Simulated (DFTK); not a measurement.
InP:

```xyz
2
Lattice="0.0000 2.9305 2.9305 2.9305 0.0000 2.9305 2.9305 2.9305 0.0000" Properties=species:S:1:pos:R:3 pbc="T T T"
In    0.0000    0.0000    0.0000
P     4.3957    4.3957    4.3957
```

Program: DFTK 0.8.2. Alike in all runs: no spin polarisation; cell as given; smearing fermi-dirac 0.05 eV. Hardware: 1 thread of Intel(R) Xeon(R) Platinum 8559C (Emerald Rapids) (shared host).

Q: Order these runs on this cell by their wall time, lowest first.
A. task band structure; level r2SCAN; potentials or basis cp2k.nc.sr.pbe.v0_1.semicore.gth (PBE, GTH); k mesh 5 × 5 × 5; cutoff (eV) 1524; SCF tolerance on the density 1e-06; mesh quality not flagged
B. task single point; level PBE0; potentials or basis cp2k.nc.sr.pbe.v0_1.semicore.gth (PBE, GTH); k mesh 2 × 2 × 2; cutoff (eV) 1170; SCF tolerance on the density 1e-05; symmetries used no; mesh quality coarse
C. task band structure; level PBE; potentials or basis SPMS 1.0 (PBE); k mesh 8 × 8 × 8; cutoff (eV) 816; SCF tolerance on the density 1e-06; mesh quality not flagged

A: C (170 s), A (460 s), B (990 s).

Caveats: some runs use coarse meshes; the program warned that the kinetic-energy density falls under its von Weizsäcker bound, which can give unphysical results (some runs).

Not every run made on this cell is shown here.
